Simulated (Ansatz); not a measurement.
**A strain series on TiO2 (fluorite): biaxial in x and y, z held**

TiO2 built on the fluorite prototype, relaxed with r2SCAN in Ansatz 0.2.0, then strained (biaxial in x and y, z held; changes of length per length, axes as in the cell below) with the atoms relaxed again within the symmetry that is left. The symmetry is Fm-3m (No. 225, cubic); conventional cell a = 4.794 Å, 9.18 Å³ an atom. Ti is surrounded by 8 O at 2.08 Å; O is surrounded by 4 Ti at 2.08 Å. All values are calculated for a non-magnetic cell, which may be hypothetical.

```yaml
crystal:
  lattice:
    - [0.00000, 2.39683, 2.39683]
    - [2.39683, 0.00000, 2.39683]
    - [2.39683, 2.39683, 0.00000]
  atoms:
    - { symbol: Ti, position: [0.00000, 0.00000, 0.00000] }
    - { symbol: O, position: [0.25000, 0.25000, 0.25000] }
    - { symbol: O, position: [0.75000, 0.75000, 0.75000] }
```

Gaps are the least over each mesh (PBE 10×10×10, r2SCAN 10×10×10, HSE06 6×6×6 when unstrained) and the special points, which keep their unstrained names; stress is the change from the unstrained cell, compression positive.

```
strain (%)  gap, PBE (eV)  gap, r2SCAN (eV)  gap, HSE06 (eV)  edges, HSE06  in-plane stress, r2SCAN (GPa)  energy rise, r2SCAN (meV/atom)
     -5.12          0.783             1.162            2.285         X → Γ                         +48.55                           127.1
     -2.89          0.973             1.347            2.474         X → Γ                         +24.65                            38.3
     -1.72          1.053             1.422            2.549         X → Γ                         +13.89                            13.2
       0.0          1.145             1.508            2.630         X → Γ                           0.00                             0.0
     +3.89          0.709             1.043            2.123         X → Γ                         -24.23                            58.8
```

Between zero and the nearest strains the slope of the HSE06 gap against strain is +0.047 eV per percent for negative and -0.130 for positive strain; it falls either way, as happens when edge states split or other valleys take over.

The meshes of the hybrids are coarse, so their gaps aren't converged to the digits shown.
